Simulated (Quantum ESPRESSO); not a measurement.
# AlN(001), stepped through the number of layers, part 6 of 11

Wanted: a table for AlN(001) against the number of layers, and what can be fitted to it.

Quantum ESPRESSO 7.5; plane-wave DFT, PBE, GBRV ultrasoft pseudopotentials.

So far. Step 8 (Electrostatic potential, 3 layers): The slope in the vacuum is 0.100 eV/Å for an applied 0.10 V/Å, as it should be. Step 11 (Potential by pp.x, 3 layers): The slope in the vacuum is 0.100 eV/Å for an applied 0.10 V/Å, as it should be.

The structure was built from a prototype and need not be the compound's stable phase.

**13. Relaxing the ions, 4 layers**

System of this step: AlN(001), 4 layers. The cell holds 8 atoms: 4 Al and 4 N. Cell: a = 2.882 Å, b = 2.882 Å, c = 22.135 Å, α = 90.0°, β = 90.0°, γ = 90.0°. It derives from AlN. Vacuum lies along c.

m1.relax.in

```
&control
  prefix = 'm1.relax'
  outdir = './out'
  pseudo_dir = './pseudo'
  nstep = 90
  forc_conv_thr = 6e-05
  calculation = 'relax'
  etot_conv_thr = 1e-07
/
&system
  ibrav = 0
  nat = 8
  ntyp = 2
  ecutwfc = 40
  ecutrho = 200
  occupations = 'fixed'
/
&electrons
  conv_thr = 1e-10
  mixing_beta = 0.4
  electron_maxstep = 120
/
&ions
/
ATOMIC_SPECIES
  Al  26.9815  al_pbe_v1.uspp.F.UPF
  N   14.0070  n_pbe_v1.2.uspp.F.UPF
CELL_PARAMETERS angstrom
  2.88190044700000 0.00000000000000 0.00000000000000
  0.00000000000000 2.88190044700000 0.00000000000000
  0.00000000000000 0.00000000000000 22.13460937050860
ATOMIC_POSITIONS crystal
  Al  0.000000000000 0.000000000000 0.361909070346
  N   0.500000000000 0.500000000000 0.361909070346
  Al  0.500000000000 0.500000000000 0.453969690115
  N   0.000000000000 0.000000000000 0.453969690115
  Al  0.000000000000 0.000000000000 0.546030309885
  N   0.500000000000 0.500000000000 0.546030309885
  Al  0.500000000000 0.500000000000 0.638090929654
  N   0.000000000000 0.000000000000 0.638090929654
K_POINTS automatic
  6 6 1 0 0 0
```

The run is started by

```sh
$ OMP_NUM_THREADS=1 mpirun -n 8 pw.x -nk 2 -in m1.relax.in > m1.relax.out
```

The program printed:

```text
[banner, memory and clock lines left out]
Program PWSCF v.7.5 starts
[...]
Message from routine setup:
[...]
number of electrons       =        32.00
     number of Kohn-Sham states=           16
     kinetic-energy cutoff     =      40.0000  Ry
     charge density cutoff     =     200.0000  Ry
[...]
number of k points=    10
[...]
Dense  grid:    59301 G-vectors     FFT dimensions: (  30,  30, 192)
[...]
negative rho (up, down):  1.654E-04 0.000E+00
     Starting wfcs are   32 randomized atomic wfcs
[...]
negative rho (up, down):  1.554E-04 0.000E+00
[...]
estimated scf accuracy    <       2.31998265 Ry
[...]
negative rho (up, down):  2.374E-04 0.000E+00
[...]
estimated scf accuracy    <       0.07912529 Ry
[...]
negative rho (up, down):  3.200E-04 0.000E+00
[...]
estimated scf accuracy    <       0.02545792 Ry
[...]
negative rho (up, down):  3.914E-04 0.000E+00
[...]
estimated scf accuracy    <       0.00345362 Ry
[...]
negative rho (up, down):  4.100E-04 0.000E+00
[...]
estimated scf accuracy    <       0.00044556 Ry
[...]
negative rho (up, down):  4.151E-04 0.000E+00
[...]
estimated scf accuracy    <       0.00005560 Ry
[...]
negative rho (up, down):  4.232E-04 0.000E+00
[...]
estimated scf accuracy    <       0.00003497 Ry
[...]
negative rho (up, down):  4.281E-04 0.000E+00
[...]
estimated scf accuracy    <       0.00001646 Ry
[...]
negative rho (up, down):  4.303E-04 0.000E+00
[...]
estimated scf accuracy    <       0.00000587 Ry
[...]
negative rho (up, down):  4.320E-04 0.000E+00
[...]
estimated scf accuracy    <       0.00000253 Ry
[...]
negative rho (up, down):  4.326E-04 0.000E+00
[...]
estimated scf accuracy    <       0.00000049 Ry
[...]
negative rho (up, down):  4.332E-04 0.000E+00
[...]
estimated scf accuracy    <       0.00000044 Ry
[...]
negative rho (up, down):  4.336E-04 0.000E+00
[...]
estimated scf accuracy    <       0.00000001 Ry
[...]
negative rho (up, down):  4.338E-04 0.000E+00
[...]
estimated scf accuracy    <          6.9E-09 Ry
[...]
negative rho (up, down):  4.340E-04 0.000E+00
[...]
estimated scf accuracy    <          4.2E-10 Ry
[...]
negative rho (up, down):  4.341E-04 0.000E+00
[...]
estimated scf accuracy    <          6.6E-10 Ry
[...]
negative rho (up, down):  4.342E-04 0.000E+00
[...]
highest occupied level (ev):     1.2141
!    total energy              =    -107.99317364 Ry
     estimated scf accuracy    <          3.9E-11 Ry
[...]
one-electron contribution =   -1218.01097522 Ry
     hartree contribution      =     621.93267305 Ry
     xc contribution           =     -39.49326988 Ry
     ewald contribution        =     527.57839841 Ry
     convergence has been achieved in  17 iterations
     negative rho (up, down):  4.342E-04 0.000E+00
[...]
Total force =     0.070543     Total SCF correction =     0.000002
[...]
negative rho (up, down):  4.655E-04 0.000E+00
[...]
negative rho (up, down):  4.442E-04 0.000E+00
[...]
estimated scf accuracy    <       0.00196925 Ry
[...]
negative rho (up, down):  4.393E-04 0.000E+00
[...]
estimated scf accuracy    <       0.00080452 Ry
[...]
negative rho (up, down):  4.351E-04 0.000E+00
[...]
estimated scf accuracy    <       0.00002698 Ry
[...]
negative rho (up, down):  4.323E-04 0.000E+00
[...]
estimated scf accuracy    <       0.00001446 Ry
[...]
negative rho (up, down):  4.309E-04 0.000E+00
[...]
estimated scf accuracy    <       0.00000073 Ry
[...]
negative rho (up, down):  4.303E-04 0.000E+00
[...]
estimated scf accuracy    <       0.00000003 Ry
[...]
negative rho (up, down):  4.300E-04 0.000E+00
[...]
estimated scf accuracy    <       0.00000021 Ry
[...]
negative rho (up, down):  4.299E-04 0.000E+00
[...]
estimated scf accuracy    <       0.00000002 Ry
[...]
negative rho (up, down):  4.298E-04 0.000E+00
[...]
estimated scf accuracy    <          2.2E-09 Ry
[...]
negative rho (up, down):  4.298E-04 0.000E+00
[...]
estimated scf accuracy    <          1.2E-09 Ry
[...]
negative rho (up, down):  4.297E-04 0.000E+00
[...]
highest occupied level (ev):     1.0269
!    total energy              =    -107.99686135 Ry
     estimated scf accuracy    <          6.1E-12 Ry
[...]
one-electron contribution =   -1215.69418543 Ry
     hartree contribution      =     620.59671895 Ry
     xc contribution           =     -39.49863146 Ry
     ewald contribution        =     526.59923659 Ry
     convergence has been achieved in  11 iterations
     negative rho (up, down):  4.297E-04 0.000E+00
[...]
Total force =     0.035092     Total SCF correction =     0.000009
[...]
negative rho (up, down):  4.618E-04 0.000E+00
[...]
negative rho (up, down):  4.374E-04 0.000E+00
[...]
estimated scf accuracy    <       0.00143096 Ry
[...]
negative rho (up, down):  4.304E-04 0.000E+00
[...]
estimated scf accuracy    <       0.00050456 Ry
[...]
negative rho (up, down):  4.253E-04 0.000E+00
[...]
estimated scf accuracy    <       0.00001641 Ry
[...]
negative rho (up, down):  4.221E-04 0.000E+00
[...]
estimated scf accuracy    <       0.00000607 Ry
[...]
negative rho (up, down):  4.205E-04 0.000E+00
[...]
estimated scf accuracy    <       0.00000069 Ry
[...]
negative rho (up, down):  4.198E-04 0.000E+00
[...]
estimated scf accuracy    <       0.00000007 Ry
[...]
negative rho (up, down):  4.194E-04 0.000E+00
[...]
estimated scf accuracy    <       0.00000003 Ry
[...]
negative rho (up, down):  4.193E-04 0.000E+00
[...]
estimated scf accuracy    <          5.9E-09 Ry
[...]
negative rho (up, down):  4.192E-04 0.000E+00
[...]
estimated scf accuracy    <          1.6E-09 Ry
[...]
negative rho (up, down):  4.191E-04 0.000E+00
[...]
estimated scf accuracy    <          1.0E-10 Ry
[...]
negative rho (up, down):  4.191E-04 0.000E+00
[...]
highest occupied level (ev):     0.8712
!    total energy              =    -107.99817846 Ry
     estimated scf accuracy    <          1.7E-11 Ry
[...]
one-electron contribution =   -1213.47662365 Ry
     hartree contribution      =     619.32568723 Ry
     xc contribution           =     -39.50206764 Ry
     ewald contribution        =     525.65482561 Ry
     convergence has been achieved in  11 iterations
     negative rho (up, down):  4.191E-04 0.000E+00
[...]
negative rho (up, down):  4.172E-04 0.000E+00
[...]
highest occupied level (ev):     0.8776
!    total energy              =    -107.99823324 Ry
     estimated scf accuracy    <          2.1E-12 Ry
[...]
one-electron contribution =   -1213.00638232 Ry
     hartree contribution      =     619.09801209 Ry
     xc contribution           =     -39.50053780 Ry
     ewald contribution        =     525.41067479 Ry
     convergence has been achieved in   7 iterations
     negative rho (up, down):  4.172E-04 0.000E+00
[...]
Total force =     0.000674     Total SCF correction =     0.000004
[...]
negative rho (up, down):  4.168E-04 0.000E+00
[...]
negative rho (up, down):  4.167E-04 0.000E+00
[...]
estimated scf accuracy    <       0.00000096 Ry
[...]
negative rho (up, down):  4.167E-04 0.000E+00
[...]
estimated scf accuracy    <       0.00000023 Ry
[...]
negative rho (up, down):  4.167E-04 0.000E+00
[...]
estimated scf accuracy    <       0.00000003 Ry
[...]
negative rho (up, down):  4.167E-04 0.000E+00
[...]
estimated scf accuracy    <          6.7E-09 Ry
[...]
negative rho (up, down):  4.167E-04 0.000E+00
[...]
estimated scf accuracy    <          6.4E-10 Ry
[...]
negative rho (up, down):  4.167E-04 0.000E+00
[...]
estimated scf accuracy    <          3.3E-11 Ry
[...]
negative rho (up, down):  4.167E-04 0.000E+00
[...]
estimated scf accuracy    <          3.6E-11 Ry
[...]
negative rho (up, down):  4.166E-04 0.000E+00
[...]
highest occupied level (ev):     0.8774
!    total energy              =    -107.99823446 Ry
     estimated scf accuracy    <          3.8E-12 Ry
[...]
one-electron contribution =   -1212.74128710 Ry
     hartree contribution      =     618.96572670 Ry
     xc contribution           =     -39.49976776 Ry
     ewald contribution        =     525.27709370 Ry
     convergence has been achieved in   8 iterations
     negative rho (up, down):  4.166E-04 0.000E+00
[...]
Total force =     0.000601     Total SCF correction =     0.000005
[...]
negative rho (up, down):  4.161E-04 0.000E+00
[...]
negative rho (up, down):  4.159E-04 0.000E+00
[...]
estimated scf accuracy    <       0.00000182 Ry
[...]
negative rho (up, down):  4.158E-04 0.000E+00
[...]
estimated scf accuracy    <       0.00000047 Ry
[...]
negative rho (up, down):  4.159E-04 0.000E+00
[...]
estimated scf accuracy    <       0.00000006 Ry
[...]
negative rho (up, down):  4.159E-04 0.000E+00
[...]
estimated scf accuracy    <       0.00000002 Ry
[...]
negative rho (up, down):  4.158E-04 0.000E+00
[...]
estimated scf accuracy    <          1.4E-09 Ry
[...]
negative rho (up, down):  4.158E-04 0.000E+00
[...]
estimated scf accuracy    <          5.8E-11 Ry
[...]
negative rho (up, down):  4.158E-04 0.000E+00
[...]
estimated scf accuracy    <          9.7E-11 Ry
[...]
negative rho (up, down):  4.158E-04 0.000E+00
[...]
estimated scf accuracy    <          1.5E-11 Ry
[...]
negative rho (up, down):  4.158E-04 0.000E+00
[...]
estimated scf accuracy    <          6.5E-11 Ry
[...]
negative rho (up, down):  4.157E-04 0.000E+00
[...]
highest occupied level (ev):     0.8769
!    total energy              =    -107.99823542 Ry
     estimated scf accuracy    <          6.7E-14 Ry
[...]
one-electron contribution =   -1212.35624849 Ry
     hartree contribution      =     618.77322488 Ry
     xc contribution           =     -39.49858188 Ry
     ewald contribution        =     525.08337008 Ry
     convergence has been achieved in  10 iterations
     negative rho (up, down):  4.157E-04 0.000E+00
[...]
Total force =     0.000617     Total SCF correction =     0.000000
[...]
negative rho (up, down):  4.153E-04 0.000E+00
[...]
negative rho (up, down):  4.152E-04 0.000E+00
[...]
estimated scf accuracy    <       0.00000064 Ry
[...]
negative rho (up, down):  4.152E-04 0.000E+00
[...]
estimated scf accuracy    <       0.00000014 Ry
[...]
negative rho (up, down):  4.152E-04 0.000E+00
[...]
estimated scf accuracy    <       0.00000002 Ry
[...]
negative rho (up, down):  4.152E-04 0.000E+00
[...]
estimated scf accuracy    <          3.6E-09 Ry
[...]
negative rho (up, down):  4.152E-04 0.000E+00
[...]
estimated scf accuracy    <          3.5E-10 Ry
[...]
negative rho (up, down):  4.152E-04 0.000E+00
[...]
estimated scf accuracy    <          1.1E-10 Ry
[...]
negative rho (up, down):  4.152E-04 0.000E+00
[...]
estimated scf accuracy    <          4.9E-12 Ry
[...]
negative rho (up, down):  4.152E-04 0.000E+00
[...]
highest occupied level (ev):     0.8763
!    total energy              =    -107.99823585 Ry
     estimated scf accuracy    <          6.8E-13 Ry
[...]
one-electron contribution =   -1212.12312143 Ry
     hartree contribution      =     618.65644740 Ry
     xc contribution           =     -39.49779501 Ry
     ewald contribution        =     524.96623319 Ry
     convergence has been achieved in   8 iterations
     negative rho (up, down):  4.152E-04 0.000E+00
[...]
Total force =     0.000497     Total SCF correction =     0.000002
[...]
negative rho (up, down):  4.148E-04 0.000E+00
[...]
negative rho (up, down):  4.147E-04 0.000E+00
[...]
estimated scf accuracy    <       0.00000049 Ry
[...]
negative rho (up, down):  4.147E-04 0.000E+00
[...]
estimated scf accuracy    <       0.00000007 Ry
[...]
negative rho (up, down):  4.147E-04 0.000E+00
[...]
estimated scf accuracy    <       0.00000001 Ry
[...]
negative rho (up, down):  4.147E-04 0.000E+00
[...]
estimated scf accuracy    <          2.2E-09 Ry
[...]
negative rho (up, down):  4.147E-04 0.000E+00
[...]
estimated scf accuracy    <          2.5E-10 Ry
[...]
negative rho (up, down):  4.147E-04 0.000E+00
[...]
estimated scf accuracy    <          6.7E-11 Ry
[...]
negative rho (up, down):  4.147E-04 0.000E+00
[...]
estimated scf accuracy    <          2.6E-11 Ry
[...]
negative rho (up, down):  4.147E-04 0.000E+00
[...]
highest occupied level (ev):     0.8757
!    total energy              =    -107.99823615 Ry
     estimated scf accuracy    <          1.0E-12 Ry
[...]
one-electron contribution =   -1211.94653418 Ry
     hartree contribution      =     618.56783529 Ry
     xc contribution           =     -39.49712719 Ry
     ewald contribution        =     524.87758993 Ry
     convergence has been achieved in   8 iterations
     negative rho (up, down):  4.147E-04 0.000E+00
[...]
Total force =     0.000206     Total SCF correction =     0.000002
[...]
negative rho (up, down):  4.146E-04 0.000E+00
[...]
negative rho (up, down):  4.146E-04 0.000E+00
[...]
estimated scf accuracy    <       0.00000005 Ry
[...]
negative rho (up, down):  4.146E-04 0.000E+00
[...]
estimated scf accuracy    <          2.3E-09 Ry
[...]
negative rho (up, down):  4.146E-04 0.000E+00
[...]
estimated scf accuracy    <          5.1E-10 Ry
[...]
negative rho (up, down):  4.146E-04 0.000E+00
[...]
estimated scf accuracy    <          1.1E-10 Ry
[...]
negative rho (up, down):  4.146E-04 0.000E+00
[...]
estimated scf accuracy    <          1.1E-11 Ry
[...]
negative rho (up, down):  4.146E-04 0.000E+00
[...]
estimated scf accuracy    <          2.3E-12 Ry
[...]
negative rho (up, down):  4.146E-04 0.000E+00
[...]
highest occupied level (ev):     0.8756
!    total energy              =    -107.99823620 Ry
     estimated scf accuracy    <          7.9E-13 Ry
[...]
one-electron contribution =   -1211.94793106 Ry
     hartree contribution      =     618.56839714 Ry
     xc contribution           =     -39.49707719 Ry
     ewald contribution        =     524.87837491 Ry
     convergence has been achieved in   7 iterations
     negative rho (up, down):  4.146E-04 0.000E+00
[...]
Total force =     0.000041     Total SCF correction =     0.000003
[...]
```

Elapsed: 24 s, on 8 MPI ranks of Arm Neoverse V2, shared host; peak memory 0.48 GiB; 3.2 min of CPU time.

Relaxation path:

```tsv
step	energy less that of the first step (eV)	largest force (eV/Å)
1	0.0000	0.9305
2	-0.0502	0.4522
3	-0.0681	0.1013
4	-0.0687	0.0492
5	-0.0688	0.0107
6	-0.0688	0.0102
7	-0.0688	0.0078
8	-0.0689	0.0079
9	-0.0689	0.0072
10	-0.0689	0.0060
11	-0.0689	0.0027
12	-0.0689	0.0006
```

The atoms that moved most (Å):

```tsv
atom	dx	dy	dz	length
N8	0.000	0.000	0.042	0.042
N2	0.000	0.000	-0.042	0.042
Al1	0.000	0.000	0.034	0.034
Al7	0.000	0.000	-0.034	0.034
Al3	0.000	0.000	-0.009	0.009
Al5	0.000	0.000	0.009	0.009
N4	0.000	0.000	0.006	0.006
N6	0.000	0.000	-0.006	0.006
```

The relaxation lowers the energy by 9 meV an atom.

Read from the output:

| Property | Result |
| --- | --- |
| free energy | -1469.3909 eV |
| valence top, on the run's zero | 0.8756 eV |

**14. SCF with pw.x, 4 layers**

m1.f0.in

```
&control
  prefix = 'm1.f0'
  outdir = './out'
  pseudo_dir = './pseudo'
  calculation = 'scf'
  tprnfor = .true.
  tefield = .true.
  dipfield = .true.
/
&system
  ibrav = 0
  nat = 8
  ntyp = 2
  ecutwfc = 40
  ecutrho = 200
  occupations = 'fixed'
  edir = 3
  emaxpos = 0.97
  eopreg = 0.04
  eamp = 0.0
  nbnd = 20
/
&electrons
  conv_thr = 1e-09
  mixing_beta = 0.4
  electron_maxstep = 120
  mixing_mode = 'plain'
/
ATOMIC_SPECIES
  Al  26.9815  al_pbe_v1.uspp.F.UPF
  N   14.0070  n_pbe_v1.2.uspp.F.UPF
CELL_PARAMETERS angstrom
  2.88190044700000 0.00000000000000 0.00000000000000
  0.00000000000000 2.88190044700000 0.00000000000000
  0.00000000000000 0.00000000000000 22.13460937050860
ATOMIC_POSITIONS crystal
  Al  0.000000000000 0.000000000000 0.363422677900
  N   0.500000000000 0.500000000000 0.359990566400
  Al  0.500000000000 0.500000000000 0.453552422100
  N   0.000000000000 0.000000000000 0.454239419400
  Al  0.000000000000 0.000000000000 0.546447577900
  N   0.500000000000 0.500000000000 0.545760580600
  Al  0.500000000000 0.500000000000 0.636577322100
  N   0.000000000000 0.000000000000 0.640009433600
K_POINTS automatic
  6 6 1 0 0 0
```

The run is started by

```sh
$ OMP_NUM_THREADS=1 mpirun -n 8 pw.x -nk 2 -in m1.f0.in > m1.f0.out
```

The program printed:

```text
[banner, memory and clock lines left out]
Program PWSCF v.7.5 starts
[...]
number of electrons       =        32.00
     number of Kohn-Sham states=           20
     kinetic-energy cutoff     =      40.0000  Ry
     charge density cutoff     =     200.0000  Ry
[...]
number of k points=    20
[...]
Dense  grid:    59301 G-vectors     FFT dimensions: (  25,  25, 192)
[...]
negative rho (up, down):  1.641E-04 0.000E+00
[...]
Starting wfcs are   32 randomized atomic wfcs
[...]
negative rho (up, down):  1.594E-04 0.000E+00
[...]
estimated scf accuracy    <       2.18883111 Ry
[...]
negative rho (up, down):  2.319E-04 0.000E+00
[...]
estimated scf accuracy    <       0.07344386 Ry
[...]
negative rho (up, down):  2.933E-04 0.000E+00
[...]
estimated scf accuracy    <       0.02470951 Ry
[...]
negative rho (up, down):  3.638E-04 0.000E+00
[...]
estimated scf accuracy    <       0.00655659 Ry
[...]
negative rho (up, down):  3.882E-04 0.000E+00
[...]
estimated scf accuracy    <       0.00114575 Ry
[...]
negative rho (up, down):  3.988E-04 0.000E+00
[...]
estimated scf accuracy    <       0.00015776 Ry
[...]
negative rho (up, down):  4.058E-04 0.000E+00
[...]
estimated scf accuracy    <       0.00007691 Ry
[...]
negative rho (up, down):  4.098E-04 0.000E+00
[...]
estimated scf accuracy    <       0.00000465 Ry
[...]
negative rho (up, down):  4.127E-04 0.000E+00
[...]
estimated scf accuracy    <       0.00000197 Ry
[...]
negative rho (up, down):  4.142E-04 0.000E+00
[...]
estimated scf accuracy    <       0.00000027 Ry
[...]
negative rho (up, down):  4.151E-04 0.000E+00
[...]
estimated scf accuracy    <       0.00000032 Ry
[...]
negative rho (up, down):  4.156E-04 0.000E+00
[...]
estimated scf accuracy    <       0.00000004 Ry
[...]
negative rho (up, down):  4.160E-04 0.000E+00
[...]
Total length         40.1552 bohr
[...]
estimated scf accuracy    <          2.3E-09 Ry
[...]
negative rho (up, down):  4.165E-04 0.000E+00
[...]
Computed dipole along edir(3) :
        Dipole               -0.0000 Ry au,         -0.0000 Debye
        Dipole field         -0.0000 Ry au,
        Potential amp.        0.0000 Ry
        Total length         40.1552 bohr
[...]
highest occupied, lowest unoccupied level (ev):     0.8756    4.1509
!    total energy              =    -107.99823321 Ry
     estimated scf accuracy    <          3.8E-10 Ry
[...]
one-electron contribution =   -1211.94793373 Ry
     hartree contribution      =     618.56842049 Ry
     xc contribution           =     -39.49709490 Ry
     ewald contribution        =     524.87837493 Ry
     electric field correction =       0.00000000 Ry
     convergence has been achieved in  14 iterations
     negative rho (up, down):  4.165E-04 0.000E+00
[...]
Total force =     0.000041     Total SCF correction =     0.000018
[...]
```

Run time: 7.2 s. Hardware: 8 MPI ranks; peak memory 0.48 GiB; 57 s of CPU time.

This step gave:

| Item | Value |
| --- | --- |
| free energy | -1469.3908 eV |
| dipole along the normal | 0 e·Å |
| conduction bottom, on the run's zero | 4.151 eV |
| gap by band count | 3.275 eV |

(Continued in part 7 of 11.)

[Logs are printed without paths, hosts, clocks, repeated set-up lines and the standing remarks that a program may print on its own settings, such as how far it seeks lower states.]

[Hosts, paths, dates, database ids (printed as entryN), source tags and the programs' standing remarks are cut or masked in the printed files.]

[Maps of the electrostatic potential energy from Ansatz leave out the sawtooth potential of an applied field or a dipole correction, so their vacuum need not be flat; planar profiles and work functions include it.]
